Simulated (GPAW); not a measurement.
Input of a GPAW 26.7.0 run:

File run.py:

```python
from ase.dft.bandgap import bandgap
from ase.io import read, write
from gpaw import GPAW, PW
from gpaw.response.df import DielectricFunction

atoms = read('Pd.xyz')

calc = GPAW(mode=PW(450),
            xc='PBE',
            kpts={'size': (9, 9, 9), 'gamma': True},
            occupations={'name': 'fermi-dirac', 'width': 0.05},
            nbands=17,
            convergence={'density': 1e-06},
            maxiter=150,
            txt='gpaw.txt')
atoms.calc = calc
energy = atoms.get_potential_energy()
calc.write('gs.gpw')
write('result.traj', atoms)
print(f'Energy: {energy:.6f} eV')
print('Fermi level:', round(calc.get_fermi_level(), 4), 'eV')
print(f'Gap: {bandgap(calc)[0]:.4f} eV, direct: {bandgap(calc, direct=True)[0]:.4f} eV')

dense = calc.fixed_density(kpts={'size': (30, 30, 30), 'gamma': True},
                           nbands=24, convergence={'bands': 18, 'eigenstates': 1e-7},
                           update_fermi_level=True, txt='dense.txt')
dense.write('dense.gpw', mode='all')

df = DielectricFunction('dense.gpw', frequencies={'type': 'nonlinear', 'domega0': 0.05, 'omega2': 10},
                        eta=0.1, ecut=50, nbands=18, rate='eta', txt='df.txt')
for direction in ['x']:
    df.get_dielectric_function(xc='RPA', direction=direction, filename=f'df_{direction}.csv')
```

Pd.xyz

```xyz
1
Lattice="0.0000000000 1.9593911042 1.9593911042 1.9593911042 0.0000000000 1.9593911042 1.9593911042 1.9593911042 0.0000000000" Properties=species:S:1:pos:R:3 pbc="T T T"
Pd     0.0000000000      0.0000000000      0.0000000000
```

Potentials or basis: GPAW PAW data sets (gpaw-data 1.2.1), pw.

The run is started by

```console
$ OMP_NUM_THREADS=1 python run.py
```

Problem. Estimate the band gap on the k mesh.

Solution. None (metal or under the smearing width).

Dielectric function (mean over the directions given):
```csv
energy (eV),real part,imaginary part
0.51,-104.29,128.97
0.88,-38.17,56.89
1.43,-22.66,28.48
1.89,-16.75,19.33
2.42,-12.23,13.66
2.79,-8.85,9.35
3.30,-6.80,7.21
3.76,-5.00,6.62
4.30,-3.18,4.70
4.79,-3.47,4.72
5.16,-2.80,4.54
5.68,-2.69,3.11
6.15,-2.21,2.70
6.63,-1.48,2.01
7.12,-1.09,1.63
7.55,-0.40,1.46
8.07,-0.07,1.51
8.52,0.41,1.50
9.08,0.53,1.72
9.56,0.48,1.88
9.96,0.52,1.83
10.46,0.57,1.66
10.88,0.67,1.79
11.41,0.72,1.85
11.96,0.60,1.83
12.30,0.57,1.64
12.77,0.74,1.71
13.36,0.68,1.77
13.85,0.61,1.76
14.35,0.58,1.69
14.73,0.45,1.73
15.26,0.32,1.62
15.80,0.34,1.47
16.36,0.40,1.35
16.93,0.46,1.27
17.36,0.44,1.20
17.96,0.56,1.19
18.58,0.66,1.16
19.22,0.84,1.27
19.87,0.57,1.70
```

Caveat: the intraband term hangs on this k mesh; the long-wavelength limit can be off by several per cent where d states take part; independent-particle spectra lack excitons.
